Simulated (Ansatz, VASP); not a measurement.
## Au in VASP and in Ansatz

```
CELL_PARAMETERS angstrom
4.64135 0.00000 0.00000
-2.32068 4.01953 0.00000
0.00000 0.00000 2.77418
ATOMIC_POSITIONS crystal
Au 0.00000 0.00000 0.00000
Au 0.33333 0.66667 0.50000
Au 0.66667 0.33333 0.50000
```

Alike in both runs: task single point; functional revPBE; k mesh 9 × 9 × 12; occupations fermi-dirac, width 0.1 eV; no spin polarisation.

|  | VASP | Ansatz |
| --- | --- | --- |
| version | VASP 6.6.1 | Ansatz 0.2.0 |
| potentials or method | VASP PAW PBE potentials, release 64 (Au) | plane waves (420 eV) with PAW, scalar-relativistic |
| plane-wave cutoff (eV) | 520 | 420 |
| valence electrons in the cell | 33 | 57 |

Ansatz gave:

- pressure (GPa): 12.6
- largest component of the traceless stress (GPa): 1.57

Problem. What did VASP give for the same quantities?

Solution. Pressure (GPa): 12.3; largest component of the traceless stress (GPa): 1.55.

The two sets of potentials don't hold the same shells in valence.

Caveats: the PAW data sets were made with another functional, which shifts forces and pressure a little (VASP). Spin-orbit coupling is left out, which matters for the levels of Au.
